How far can the heat capacity, entropy and free energy of a crystal be carried beyond the last temperature at which they are known? The crystal here is a model form of TiO₂, not rutile or anatase but an open framework like that of cristobalite, with four oxygen atoms around each titanium. Its vibrations were computed with a gradient-corrected functional, and the results for 900 and 1000 K are to be predicted.

Ansatz 0.2.0, PBE with PAW and a plane-wave cutoff of 420 eV, for TiO₂ in space group Fd-3m (6 atoms per cell), with a 6×6×6 k mesh and phonons by linear response on a 2×2×2 q mesh. All values are harmonic and vibrational only, at a constant volume of 24.65 Å³/atom; the free energy includes the zero point energy.

```
temperature (K)  phonon entropy (kB/atom)  phonon free energy (meV/atom)  phonon heat capacity (kB/atom)
            100                     0.884                          65.60                           1.089
            200                     1.899                          53.50                           1.845
            300                     2.733                          33.40                           2.258
            400                     3.418                           6.80                           2.498
            500                     3.993                         -25.20                           2.645
            600                     4.484                         -61.70                           2.738
            700                     4.911                        -102.30                           2.800
            800                     5.288                        -146.20                           2.843
            900                         ?                              ?                               ?
           1000                         ?                              ?                               ?
```

**100 and 200 K: the soft modes wake first**

A vibration can take up heat only in steps of hν, where ν is its frequency. While the thermal energy kT is much smaller than this step, the mode stays in its ground state and adds almost nothing to the heat capacity. Soft modes therefore wake at low temperature and stiff ones later. If all frequencies were doubled, every point of the heat capacity curve would move to twice its temperature.

The zero point energy of 68.87 meV/atom fixes the average frequency, because each mode contributes hν/2 to it. Giving all modes this one frequency is the Einstein model, with hν/k equal to 533 K. At 100 K it yields a heat capacity 0.67 kB/atom below the table's 1.089. The crystal must have many modes well below the average.

The Debye model spreads the frequencies as sound waves would, yet with the same zero point energy it is still 0.54 kB/atom too low at 100 K. Among the vibrations in which all cells move in step, the softest are three at 41 cm⁻¹. Symmetry lets only the oxygen atoms move in them, and each TiO₄ unit turns about its titanium as a rigid body. The bonds are hardly stretched, so little force opposes the turn. Between the points of the coarse phonon mesh, frequencies are interpolated with simplified long-range forces, which can shift the soft ones. In the heat capacity the resulting error fades on warming, but in the entropy it stays, and in the free energy it grows with temperature.

**300 to 500 K: the free energy changes sign**

The free energy is the vibrational energy minus temperature times entropy. It starts from the zero point energy at absolute zero and falls with a slope equal to minus the entropy. As the entropy grows, the fall steepens, and between 400 and 500 K the value passes through zero.

This crossing marks no transition and no onset of stability. It only says that the entropy term has overtaken the vibrational energy. Whether this framework could compete with rutile depends on the static energies of both crystals and on rutile's own vibrations.

**500 to 800 K: the approach to a ceiling**

Once kT is large compared with hν, the steps hardly matter and each mode holds the classical energy kT, zero point energy included. The heat capacity then tends to kB per mode, or 3 kB/atom. At 800 K the table has reached 95 % of that.

The way it approaches the ceiling follows from the energy of one warm mode. Without its zero point part, this energy is

kT − hν/2 + (hν)²/(12kT) − …

The second term is constant, so it drops out when the energy is differentiated to give the heat capacity. The third leaves a shortfall that shrinks as 1/T², and the next correction goes as 1/T⁴.

The shortfall depends on the square of the frequency, so stiff modes dominate it. For a given average frequency, the mean square is smallest when all frequencies are equal. A broad spectrum thus wakes early but finishes late. Accordingly the Einstein model, far too low at 100 K, is 0.05 kB/atom too high at 800 K, and the Debye model errs in the same two directions.

Is 3 the right ceiling here? Imaginary modes, which signal an unstable framework, would be left out of the sums and could lower it. With one whole branch of the 18 lost, the ceiling would be 2.833 kB/atom, and the table already stands above that at 800 K. The run in fact skipped only three modes, 0.006 % of all. That is the number of uniform shifts of the whole crystal, which have zero frequency, so the mesh shows no unstable mode and the ceiling stands.

**900 and 1000 K: the forecast**

The model keeps the 1/T² and 1/T⁴ terms of the shortfall, with two coefficients fitted to the four rows from 500 to 800 K. Colder rows need more terms: at 300 K the two-term formula already overstates the heat capacity by 0.13 kB/atom. At 100 and 200 K no number of terms would do, because the series fails once hν exceeds 2πkT, as it does there for the stiffest modes. For 900 K, which took no part in the fit, u = (500/900)² = 0.309 and

shortfall = 0.4305 × 0.309 − 0.0757 × 0.309² = 0.126 kB/atom,

which puts the heat capacity at 3 − 0.126 = 2.874 kB/atom.

The other two functions follow by thermodynamics. Entropy grows by the heat capacity divided by temperature, summed over the interval, and the free energy falls by the entropy times the temperature step. Both start from their values at 800 K and need no further fitted constant.

| temperature | heat capacity (kB/atom) | entropy (kB/atom) | free energy (meV/atom) |
|---|---|---|---|
| 900 K | 2.874 ± 0.002 | 5.625 ± 0.002 | −193.2 ± 0.2 |
| 1000 K | 2.897 ± 0.002 | 5.929 ± 0.002 | −243.0 ± 0.2 |

The heat capacity should thus still rise, by less per step, and stay below 3. Entropy should grow by smaller steps and the free energy fall by larger ones. The ranges allow for rounded table values and the cut series, not for errors in the forces themselves. The two simpler models, fixed by the zero point energy, give 2.930 (Einstein) and 2.926 (Debye) kB/atom at 1000 K, which should be too high by a few hundredths.

The withheld rows as computed:

```
temperature (K)  phonon entropy (kB/atom)  phonon free energy (meV/atom)  phonon heat capacity (kB/atom)
            900                     5.625                        -193.30                           2.873
           1000                     5.928                        -243.10                           2.896
```

**What the hot rows show**

All six values lie within their ranges, and the steps change as forecast. The heat capacity is overestimated by about 0.001 kB/atom in both rows. That is close to the last printed digit, but the sign is the one expected from cutting the series. The next term, in 1/T⁶, adds to the shortfall, and coefficients fitted to colder rows cannot fully make up for it at higher temperatures. The free energy is missed by about 0.05 meV/atom, nearly all of it from the rounding of the table's values to 0.1 meV/atom. The full comparison is in the output below the text.

The Einstein and Debye models are too high at 1000 K by 0.034 and 0.030 kB/atom. These errors are small beside those at 100 K, because near the ceiling any set of frequencies gives almost the same heat capacity. Heat capacities at high temperature are therefore a forgiving test of a vibrational model, and those in the cold a severe one.

The close agreement confirms the extrapolation, not the behaviour of a real hot crystal. All rows rest on one set of harmonic force constants at one volume, so the ceiling of 3 kB/atom is built into them. A real framework also changes its volume on heating, and one whose units turn so easily may even shrink. Its soft modes may change with temperature as well. A heat balance at constant pressure would need the extra heat that goes with the change of volume, which these constant-volume values leave out.

Printed output of the fit:

```
fit of 3 - phonon_heat_capacity on 4 rows (temperature >= 500): coefficient of u 0.4305 +/- 0.0012, coefficient of u**2 -0.07568 +/- 0.0015; rms 0.000314, worst 600 0.000476, leave-one-out rms 0.00129
  rows outside the fit (model, value, miss): 100 -36.54, 1.911, -38.4; 200 -0.2656, 1.155, -1.42; 300 0.6119, 0.742, -0.13; 400 0.4879, 0.502, -0.0141; 900 0.1257, 0.127, -0.00133; 1000 0.1029, 0.104, -0.0011
heat capacity forecast at 900 K (kB/atom): 2.874
heat capacity forecast at 1000 K (kB/atom): 2.897
heat capacity forecast less computed at 900 K (kB/atom): 0.001332
heat capacity forecast less computed at 1000 K (kB/atom): 0.0011
entropy forecast at 900 K (kB/atom): 5.625
entropy forecast at 1000 K (kB/atom): 5.929
entropy forecast less computed at 900 K (kB/atom): -0.000214
entropy forecast less computed at 1000 K (kB/atom): 0.0008641
free energy forecast at 900 K (meV/atom): -193.2
free energy forecast at 1000 K (meV/atom): -243
free energy forecast less computed at 900 K (meV/atom): 0.05458
free energy forecast less computed at 1000 K (meV/atom): 0.05247
Einstein temperature from the zero point energy (K): 532.8
Debye temperature from the zero point energy (K): 710.4
Einstein heat capacity less table at 100 K (kB/atom): -0.6716
Einstein heat capacity less table at 800 K (kB/atom): 0.04853
Einstein heat capacity forecast at 1000 K (kB/atom): 2.93
Einstein forecast less computed at 1000 K (kB/atom): 0.03403
Debye heat capacity less table at 100 K (kB/atom): -0.5351
Debye heat capacity less table at 800 K (kB/atom): 0.04197
Debye heat capacity forecast at 1000 K (kB/atom): 2.926
Debye forecast less computed at 1000 K (kB/atom): 0.02964
classical ceiling with one of 18 branches missing (kB/atom): 2.833
free energy at 800 K without anchor less table (meV/atom): -0.2034
```
